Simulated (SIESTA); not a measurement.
**SnO2 (Cassiterite) in SIESTA: the effect of functional**

Crystal: SnO2 (Cassiterite).

```xyz
6
Lattice="4.7380 0.0000 0.0000 0.0000 4.7380 0.0000 0.0000 0.0000 3.1865" Properties=species:S:1:pos:R:3 pbc="T T T"
Sn    2.3690    2.3690    1.5933
Sn    0.0000    0.0000    0.0000
O     3.8240    0.9140    1.5933
O     3.2830    3.2830    0.0000
O     0.9140    3.8240    1.5933
O     1.4550    1.4550    0.0000
```

Alike in all runs:

- Program: SIESTA 5.4.2
- Task: band structure
- Basis: DZP (energy shift 0.003 Ry; two zetas on semicore shells)
- Grid cutoff: 800 Ry
- Energy shift: 0.003 Ry
- k mesh: 6 × 6 × 8
- Occupations: fermi-dirac, width 0.05 eV
- Spin: no spin polarisation

**Question.** One run gave: gap on the mesh 0.96 eV; pressure 13.3 GPa; largest force 0.28 eV/Å. Which functional did it use?
A. BLYP
B. vdW-DF-cx
C. LDA

**Answer.** B.

| functional | potentials or basis | gap on the mesh (eV) | pressure (GPa) | largest force (eV/Å) |
| --- | --- | --- | --- | --- |
| BLYP | PseudoDojo 0.4 standard (PBE files) | 1.03 | 24.0 | 0.36 |
| vdW-DF-cx | PseudoDojo 0.4 standard (PBE files) | 0.96 | 13.3 | 0.28 |
| LDA | PseudoDojo 0.4 standard (LDA files) | 0.91 | 5.2 | 0.16 |

Caveats: spin-orbit coupling is left out, which moves the levels of the heavy elements; the basis of atomic orbitals isn't converged, which shifts pressures, moduli and gaps; the potentials were made for another functional, which shifts forces and pressure (some runs).

A k mesh can miss the band edges.

Not every run made on this cell is shown here.
